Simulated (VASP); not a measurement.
# Al2Cu (P4/mmm) in VASP: single point with r2SCAN

Aim: the single point of Al2Cu with r2SCAN.

Program: VASP 6.6.1. These are calculated values, not measurements. Logs are shortened: lines on timing, memory, paths and dates and some standing lists are left out, and cuts for length are marked.

## (1) The crystal as given

The structure is tetragonal, space group P4/mmm (No. 123). The conventional cell has a = 4.105 Å, b = 4.105 Å, c = 2.891 Å, α = 90.00°, β = 90.00°, γ = 90.00°. Al (site symmetry mmm) is surrounded by 4 Cu at 2.51 Å. Around Cu (site symmetry 4/mmm) lie 8 Al at 2.51 Å.

The cell comes from a database or a generator and needn't be the stable form of this composition.

## (2) Single point, r2SCAN

Input file POSCAR:

```
Al2Cu
1.0
    4.1051820000      0.0000000000      0.0000000000
    0.0000000000      4.1051820000      0.0000000000
    0.0000000000      0.0000000000      2.8913130000
Al Cu
2 1
Direct
    0.5000000000      0.0000000000      0.5000000000
    0.0000000000      0.5000000000      0.5000000000
    0.0000000000      0.0000000000      0.0000000000
```

Input file INCAR.step1:

```
PREC = Accurate
ENCUT = 520
ISMEAR = -1
SIGMA = 0.03
LREAL = False
LASPH = True
NELM = 100
NBANDS = 16
GGA = PE
ALGO = Normal
EDIFF = 1E-4
LWAVE = True
LCHARG = False
```

Input file INCAR.step2:

```
PREC = Accurate
ENCUT = 520
EDIFF = 1E-6
ISMEAR = -1
SIGMA = 0.03
LREAL = False
LASPH = True
NELM = 100
ALGO = Normal
ISIF = 2
LWAVE = False
LCHARG = False
METAGGA = R2SCAN
LMIXTAU = True
NBANDS = 16
ISTART = 1
```

Input file KPOINTS:

```
Automatic mesh
0
Gamma
  9 9 13
```

Potentials or basis: VASP PAW PBE potentials, release 64 (Al, Cu).

Launch:

```console
$ cat potpaw_PBE.64/Al/POTCAR potpaw_PBE.64/Cu/POTCAR > POTCAR
$ cp INCAR.step1 INCAR
$ mpirun -np 1 vasp_std > vasp.out
$ cp INCAR.step2 INCAR
$ mpirun -np 1 vasp_std > vasp.out
```

OUTCAR:

```text
PREC = Accurate
   ENCUT = 520
   EDIFF = 1E-6
   ISMEAR = -1
   LREAL = False
   LASPH = True
   NELM = 100
   ISIF = 2
   METAGGA = R2SCAN
   ISTART = 1

 ion  position               nearest neighbor table
   1  0.500  0.000  0.500-   3 2.51   3 2.51   3 2.51   3 2.51   2 2.90   2 2.90   2 2.90   2 2.90

   2  0.000  0.500  0.500-   3 2.51   3 2.51   3 2.51   3 2.51   1 2.90   1 2.90   1 2.90   1 2.90

   3  0.000  0.000  0.000-   1 2.51   2 2.51   1 2.51   2 2.51   2 2.51   2 2.51   1 2.51   1 2.51

  LATTYP: Found a simple tetragonal cell.
 ALAT       =     4.1051820000
 C/A-ratio  =     0.7043081159

  Lattice vectors:

 A1 = (   4.1051820000,   0.0000000000,   0.0000000000)
 A2 = (   0.0000000000,   4.1051820000,   0.0000000000)
 A3 = (   0.0000000000,   0.0000000000,   2.8913130000)

Analysis of symmetry for initial positions (statically):
=====================================================================
 Subroutine PRICEL returns:
 Original cell was already a primitive cell.

 Routine SETGRP: Setting up the symmetry group for a
 simple tetragonal supercell.

 Subroutine GETGRP returns: Found 16 space group operations
 (whereof 16 operations were pure point group operations)
 out of a pool of 16 trial point group operations.

The static configuration has the point symmetry D_4h.

Analysis of symmetry for dynamics (positions and initial velocities):
=====================================================================
 Subroutine PRICEL returns:
 Original cell was already a primitive cell.

 Routine SETGRP: Setting up the symmetry group for a
 simple tetragonal supercell.

 Subroutine GETGRP returns: Found 16 space group operations
 (whereof 16 operations were pure point group operations)
 out of a pool of 16 trial point group operations.

The dynamic configuration has the point symmetry D_4h.

 Subroutine INISYM returns: Found 16 space group operations
 (whereof 16 operations are pure point group operations),
 and found     1 'primitive' translations

----------------------------------------------------------------------------------------

                                     Primitive cell

  volume of cell :      48.7259

  direct lattice vectors                    reciprocal lattice vectors
     4.105182000  0.000000000  0.000000000     0.243594559  0.000000000  0.000000000
     0.000000000  4.105182000  0.000000000     0.000000000  0.243594559  0.000000000
     0.000000000  0.000000000  2.891313000     0.000000000  0.000000000  0.345863627

  length of vectors
     4.105182000  4.105182000  2.891313000     0.243594559  0.243594559  0.345863627

  position of ions in fractional coordinates (direct lattice)
     0.500000000  0.000000000  0.500000000
     0.000000000  0.500000000  0.500000000
     0.000000000  0.000000000  0.000000000

  ion indices of the primitive-cell ions
   primitive index   ion index
                 1           1
                 2           2
                 3           3

----------------------------------------------------------------------------------------

 KPOINTS: Automatic mesh

Automatic generation of k-mesh.
 Grid dimensions read from file:
 generate k-points for:    9    9   13

 Generating k-lattice:

  Cartesian coordinates                     Fractional coordinates (reciprocal lattice)
     0.027066062  0.000000000  0.000000000     0.111111111  0.000000000  0.000000000
     0.000000000  0.027066062  0.000000000     0.000000000  0.111111111  0.000000000
     0.000000000  0.000000000  0.026604894     0.000000000  0.000000000  0.076923077

  Length of vectors
     0.027066062  0.027066062  0.026604894

  Shift w.r.t. Gamma in fractional coordinates (k-lattice)
     0.000000000  0.000000000  0.000000000

 Subroutine IBZKPT returns following result:
 ===========================================

 Found    105 irreducible k-points:

 Following reciprocal coordinates:
            Coordinates               Weight
  0.000000  0.000000  0.000000      1.000000
  0.111111  0.000000  0.000000      4.000000
  0.222222  0.000000  0.000000      4.000000
  0.333333  0.000000  0.000000      4.000000
  0.444444  0.000000  0.000000      4.000000
  0.111111  0.111111  0.000000      4.000000
[... 16 lines left out ...]
  0.333333  0.111111  0.076923     16.000000
  0.444444  0.111111  0.076923     16.000000
 [... further k-points ...]
   k-points           NKPTS =    105   k-points in BZ     NKDIM =    105   number of bands    NBANDS=     16
   number of dos      NEDOS =    301   number of ions     NIONS =      3
   total plane-waves  NPLWV =  24576
   dimension x,y,z NGX =    32 NGY =   32 NGZ =   24
   dimension x,y,z NGXF=    64 NGYF=   64 NGZF=   48
   ions per type =               2   1
   NGX,Y,Z   is equivalent  to a cutoff of  12.96, 12.96, 13.80 a.u.
   NGXF,Y,Z  is equivalent  to a cutoff of  25.92, 25.92, 27.60 a.u.
 SYSTEM =  unknown system
   PREC   = accura    normal or accurate (medium, high low for compatibility)
   ISTART =      1    job   : 0-new  1-cont  2-samecut
   ICHARG =      0    charge: 1-file 2-atom 10-const
   ISPIN  =      1    spin polarized calculation?
   LNONCOLLINEAR =      F non collinear calculations
   LSORBIT =      F    spin-orbit coupling
   LASPH  =      T    aspherical Exc in radial PAW
   ENCUT  =  520.0 eV  38.22 Ry    6.18 a.u.   7.63  7.63  5.38*2*pi/ulx,y,z
   NELM   =    100;   NELMIN=  2; NELMDL=  0     # of ELM steps
   EDIFF  = 0.1E-05   stopping-criterion for ELM
   LREAL  =      F    real-space projection
   EDIFFG = 0.1E-04   stopping-criterion for IOM
   NSW    =      0    number of steps for IOM
   IBRION =     -1    ionic relax: 0-MD 1-quasi-New 2-CG
   NFREE  =      0    steps in history (QN), initial steepest desc. (CG)
   ISIF   =      2    stress and relaxation
   ISYM   =      2    0-nonsym 1-usesym 2-fastsym
   POTIM  = 0.5000    time-step for ionic-motion
   TEBEG  =    0.0;   TEEND  =   0.0 temperature during run
   PSTRESS=    0.0 pullay stress
   NELECT =      17.0000    total number of electrons
   NUPDOWN=      -1.0000    fix difference up-down
   EMIN   =  10.00;   EMAX   =-10.00  energy-range for DOS
   EFERMI =   0.00;   METHOD = LEGACY
   ISMEAR =    -1;   SIGMA  =   0.03  broadening in eV -4-tet -1-fermi 0-gaus
   EFERMI_NEDOS =   21; number of points for ismear=-14 and -15
   IALGO  =     38    algorithm
   IMIX   =      4    mixing-type and parameters
     AMIX     =   0.40;   BMIX     =  1.00
     AMIX_MAG =   1.60;   BMIX_MAG =  1.00
  volume/ion in A,a.u.               =      16.24       109.61
  Fermi-wavevector in a.u.,A,eV,Ry     =   1.152492  2.177894 18.071765  1.328237
  Thomas-Fermi vector in A             =   2.289142
   LORBIT       =      0    0 simple, 1 ext, 2 COOP (PROOUT), +10 PAW based schemes
   METAGGA = R2SCAN    functional components
   LHFCALC =     F    Hartree Fock is set to
   AEXX    =    0.0000 exact exchange contribution
   IVDW    =     0    specifies the selected vdW correction
   LEPSILON=     F    determine dielectric tensor
   LRPA    =     F    only Hartree local field effects (RPA)
 non-spin polarized calculation
  energy-cutoff  :      520.00
  volume of cell :       48.73
 maximum number of plane-waves:      1339
 NGX is ok and might be reduce to    32
   NGX = 15   NGY = 15   NGZ = 11

 number of electron      16.9999979 magnetization

 Free energy of the ion-electron system (eV)
  ---------------------------------------------------
  ext. energy  EPLUGINS =         0.00000000
  ---------------------------------------------------
  free energy    TOTEN  =       -24.41121123 eV

  energy without entropy =      -24.40893313  energy(sigma->0) =      -24.41007218

 E-fermi :   7.0523     XC(G=0): -11.1168

 val. band max:        7.0498130823   @ k =   0.4444   0.3333   0.4615
 cond. band min:       7.0761752469   @ k =   0.4444   0.0000   0.3077
 fundamental gap:      0.0263621646
 Fermi energy:         7.0523269035

 k-point     1 :       0.0000    0.0000    0.0000
  band No.  band energies     occupation
      1      -4.0056      2.00000
      2       1.5063      2.00000
      3       2.0162      2.00000
      4       2.6708      2.00000
      5       2.9055      2.00000
      6       2.9055      2.00000
[... 8 lines left out ...]
     15      14.4918      0.00000
     16      20.4633      0.00000

 k-point     2 :       0.1111    0.0000    0.0000
  band No.  band energies     occupation
      1      -3.8954      2.00000
      2       1.4329      2.00000
      3       1.9895      2.00000
      4       2.6371      2.00000
      5       2.9016      2.00000
      6       2.9061      2.00000
[... 8 lines left out ...]
     15      16.0433      0.00000
     16      19.9801      0.00000

 k-point     3 :       0.2222    0.0000    0.0000
  band No.  band energies     occupation
      1      -3.5705      2.00000
      2       1.0066      2.00000
      3       1.9409      2.00000
      4       2.5628      2.00000
      5       2.8917      2.00000
      6       2.9077      2.00000
[... 8 lines left out ...]
     15      18.1695      0.00000
     16      18.9484      0.00000

 k-point     4 :       0.3333    0.0000    0.0000
  band No.  band energies     occupation
      1      -3.0569      2.00000
      2       0.1009      2.00000
      3       1.9370      2.00000
      4       2.4919      2.00000
      5       2.7006      2.00000
      6       2.8806      2.00000
[... 8 lines left out ...]
     15      17.8659      0.00000
     16      20.0164      0.00000

 k-point     5 :       0.4444    0.0000    0.0000
  band No.  band energies     occupation
      1      -2.4805      2.00000
      2      -0.7729      2.00000
      3       1.9506      2.00000
      4       2.4512      2.00000
      5       2.6317      2.00000
      6       2.8734      2.00000
[... 8 lines left out ...]
     15      17.0870      0.00000
     16      19.0743      0.00000

 k-point     6 :       0.1111    0.1111    0.0000
  band No.  band energies     occupation
      1      -3.7852      2.00000
      2       1.3916      2.00000
      3       1.9500      2.00000
      4       2.5933      2.00000
      5       2.9019      2.00000
      6       2.9026      2.00000
[... 8 lines left out ...]
     15      16.8710      0.00000
     16      19.7782      0.00000

 k-point     7 :       0.2222    0.1111    0.0000
  band No.  band energies     occupation
      1      -3.4600      2.00000
      2       1.0490      2.00000
      3       1.8737      2.00000
      4       2.5022      2.00000
      5       2.8924      2.00000
      6       2.9039      2.00000
[... 8 lines left out ...]
     15      18.2444      0.00000
     16      18.9850      0.00000

 k-point     8 :       0.3333    0.1111    0.0000
  band No.  band energies     occupation
      1      -2.9456      2.00000
      2       0.1848      2.00000
      3       1.8840      2.00000
      4       2.4334      2.00000
      5       2.7344      2.00000
      6       2.8814      2.00000
[... 8 lines left out ...]
     15      17.9450      0.00000
     16      19.9527      0.00000

 k-point     9 :       0.4444    0.1111    0.0000
  band No.  band energies     occupation
      1      -2.3665      2.00000
      2      -0.6818      2.00000
      3       1.9200      2.00000
      4       2.4015      2.00000
      5       2.6365      2.00000
      6       2.8743      2.00000
[... 8 lines left out ...]
     15      17.1422      0.00000
     16      19.1042      0.00000
[... 172 lines left out ...]
 k-point    19 :       0.3333    0.0000    0.0769
  band No.  band energies     occupation
      1      -2.9447      2.00000
      2       0.1806      2.00000
      3       1.9744      2.00000
      4       2.5074      2.00000
      5       2.6550      2.00000
      6       2.8206      2.00000
[... 8 lines left out ...]
     15      18.2575      0.00000
     16      20.4889      0.00000

 k-point    20 :       0.4444    0.0000    0.0769
  band No.  band energies     occupation
      1      -2.3672      2.00000
      2      -0.6847      2.00000
      3       1.9861      2.00000
      4       2.4697      2.00000
      5       2.6382      2.00000
      6       2.8244      2.00000
[... 8 lines left out ...]
     15      18.1066      0.00000
     16      20.0468      0.00000

 k-point    21 :       0.1111    0.1111    0.0769
  band No.  band energies     occupation
      1      -3.6722      2.00000
      2       1.4312      2.00000
      3       1.9937      2.00000
      4       2.5997      2.00000
      5       2.7799      2.00000
      6       2.7915      2.00000
[... 8 lines left out ...]
     15      17.5336      0.00000
     16      18.4322      0.00000

 k-point    22 :       0.2222    0.1111    0.0769
  band No.  band energies     occupation
      1      -3.3475      2.00000
      2       1.1028      2.00000
      3       1.9181      2.00000
      4       2.5139      2.00000
      5       2.7382      2.00000
      6       2.8027      2.00000
[... 8 lines left out ...]
     15      17.4972      0.00000
     16      18.7493      0.00000

 k-point    23 :       0.3333    0.1111    0.0769
  band No.  band energies     occupation
      1      -2.8337      2.00000
      2       0.2630      2.00000
      3       1.9238      2.00000
      4       2.4521      2.00000
      5       2.6735      2.00000
      6       2.8119      2.00000
[... 8 lines left out ...]
     15      17.9836      0.00000
     16      20.1130      0.00000

 k-point    24 :       0.4444    0.1111    0.0769
  band No.  band energies     occupation
      1      -2.2535      2.00000
      2      -0.5944      2.00000
      3       1.9570      2.00000
      4       2.4210      2.00000
      5       2.6411      2.00000
      6       2.8167      2.00000
[... 8 lines left out ...]
     15      18.1084      0.00000
     16      19.9259      0.00000

 [... further k-points ...]
[... 5 lines left out ...]
  --------------------------------------------------------------------------------------
  -------------------------------------------------------------------------------------
  Total       -0.5818919     -0.5818919     -1.0024065      0.0000000      0.0000000      0.0000000
  in kB      -19.1334359    -19.1334359    -32.9605558      0.0000000      0.0000000      0.0000000
  external PRESSURE =     -23.7424758 kB  Pullay stress =       0.0000000 kB

 VOLUME and BASIS-vectors are now :
 -----------------------------------------------------------------------------
  energy-cutoff  :      520.00
  volume of cell :       48.73
      direct lattice vectors                 reciprocal lattice vectors
     4.105182000  0.000000000  0.000000000     0.243594559  0.000000000  0.000000000
     0.000000000  4.105182000  0.000000000     0.000000000  0.243594559  0.000000000
     0.000000000  0.000000000  2.891313000     0.000000000  0.000000000  0.345863627

 POSITION                                       TOTAL-FORCE (eV/Angst)
 -----------------------------------------------------------------------------------
      2.05259      0.00000      1.44566         0.000000      0.000000      0.000000
      0.00000      2.05259      1.44566         0.000000      0.000000      0.000000
      0.00000      0.00000      0.00000         0.000000      0.000000      0.000000
 -----------------------------------------------------------------------------------
    total drift:                               -0.000000     -0.000000      0.000000

  FREE ENERGIE OF THE ION-ELECTRON SYSTEM (eV)
  ---------------------------------------------------
  free  energy   TOTEN  =       -24.4112112319 eV

  energy  without entropy=      -24.4089331317  energy(sigma->0) =      -24.41007218
```

It took 83 s on 1 thread of Intel Xeon 6975P-C (Granite Rapids), shared host; peak memory 0.22 GiB.

What came out:

```yaml
Free_energy: -24.4112 eV
Pressure: -2.4 GPa
Band_gap_on_the_k_mesh: none (metal or under the smearing width)
```

Caveat: the PAW data sets were made with another functional, which shifts forces and pressure a little.
